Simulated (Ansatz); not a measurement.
Si:

```
Si
1.0
     2.62054    0.00000    0.00000
    -1.31027    2.26946    0.00000
     0.00000    0.00000    2.46635
Si
1
Direct
  0.00000 0.00000 0.00000
```

This isn't the form of Si at room conditions, which is diamond.

```yaml
Program: Ansatz 0.2.0
Task: relaxation of cell and atoms
Functional: PBE
Dispersion: D4
Potentials_or_basis: Ansatz PAW
Cutoff: "420 eV (not typed: the program's choice for these potentials)"
k_mesh: 12 × 12 × 11
Occupations: fermi-dirac, width 0.05 eV
Spin: no spin polarisation
```

At the start: volume 14.67 Å³/atom.

Q: How do energy, volume and symmetry change on relaxing?

A: It ends after 5 steps and the volume is 14.49 Å³/atom (-1.2 %); space group P6/mmm (No. 191, to 0.05 Å).

The path:
| step | energy change (eV) | largest force (eV/Å) | volume (Å³) |
| --- | --- | --- | --- |
| 1 | 0.0000 | 0.0000 | 14.67 |
| 2 | -0.0024 | 0.0000 | 14.53 |
| 3 | -0.0025 | 0.0000 | 14.49 |
| 4 | -0.0025 | 0.0000 | 14.49 |
| 5 | -0.0025 | 0.0000 | 14.49 |

Final structure:
```
Si
1.0
     2.59908    0.00000    0.00000
    -1.29954    2.25087    0.00000
     0.00000    0.00000    2.47734
Si
1
Direct
  0.00000 0.00000 0.00000
```

Caveat: the plane-wave basis is chosen anew once the cell has moved, so the energies of steps on either side of that aren't comparable; pairwise dispersion overbinds metals, which lowers pressure and volume.
